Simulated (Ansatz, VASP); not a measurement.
## One calculation of BN, two programs

```xyz
4
Lattice="2.5400 0.0000 0.0000 -1.2700 2.1997 0.0000 0.0000 0.0000 6.4001" Properties=species:S:1:pos:R:3 pbc="T T T"
B     0.0000    1.4665    1.6000
B     1.2700    0.7332    4.8000
N     0.0000    1.4665    4.8000
N     1.2700    0.7332    1.6000
```

Change from the starting cell: z stretched by -3 %, ions relaxed.

Alike in both runs: functional PBE; k mesh 13 × 13 × 5; occupations fermi-dirac, width 0.02 eV; no spin polarisation.

Ansatz relaxed the structure, and its values are those at the end. VASP's run is a single point on that final structure, the one shown.

```csv
,VASP,Ansatz
version,VASP 6.6.1,Ansatz 0.2.0
potentials or method,"VASP PAW PBE potentials, release 64 (B, N)","plane-wave PAW, scalar-relativistic"
plane-wave cutoff (eV),520,420
valence electrons in the cell,16,16
```

|  | VASP | Ansatz | Ansatz less VASP |
| --- | --- | --- | --- |
| gap on the k mesh at the Fermi level (eV) | 4.17 | 4.18 | +0.006 |
| pressure (GPa) | -6.1 | -6.2 | -0.08 |

The functional is the same, so the differences come from potentials, cutoffs and numerics. Ansatz warned: «stress_scf_threshold_loose».

Caveats: an odd mesh through Γ misses points on the zone boundary, where band edges often lie; this functional lacks dispersion, which binds the layers, so the pressure and a relaxed spacing across them are unreliable.
